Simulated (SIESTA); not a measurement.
In under changes of volume

One of the cells (27.220 Å³/atom); the others are scaled copies at fixed shape and fractional positions:

```
In
1.0
    -1.89499    1.89499    1.89499
     1.89499   -1.89499    1.89499
     1.89499    1.89499   -1.89499
In
1
Cartesian
  0.0000 0.0000 0.0000
```

This isn't the form of In at room conditions, which is tetragonal.

```yaml
Program: SIESTA 5.4.2
Functional: PBE
Potentials_or_basis: PseudoDojo 0.4 standard (PBE files)
Basis: DZP (energy shift 0.002 Ry; radii capped at 9.5 bohr)
Grid_cutoff: 500 Ry
Energy_shift: 0.002 Ry
k_mesh: 10 × 10 × 10
Occupations: fermi-dirac, width 0.05 eV
Spin: no spin polarisation
```

| volume (Å³/atom) | energy over the lowest point (meV/atom) | pressure (GPa) |
| --- | --- | --- |
| 25.085 | 32.49 | 4.4 |
| 25.618 | 19.92 | 3.4 |
| 26.152 | 10.67 | 2.3 |
| 27.220 | 1.60 | 0.8 |
| 27.753 | 0.00 | 0.1 |
| 28.287 | ? | ? |

Question: What does the run at 28.287 Å³/atom give?

Answer: Energy over the lowest point 0.40 meV/atom; pressure -0.4 GPa.

Worked out: A Birch-Murnaghan fit of order 3 (a polynomial in V^(-2/3)) to the other rows has its minimum at 28.02 Å³/atom, just outside them, with B0 = V·E''(V) = 20 GPa (rough, since the energies scatter). It gives 0.03 meV/atom at 28.287 Å³/atom, against the run's 0.40, and -dE/dV = -0.2 GPa, against -0.4.

Energies are extrapolated to zero smearing.

Caveats: semicore shells carry a single zeta, which can move pressures by several GPa and volumes by a few percent; the basis of atomic orbitals isn't converged, which shifts pressures, moduli and gaps.
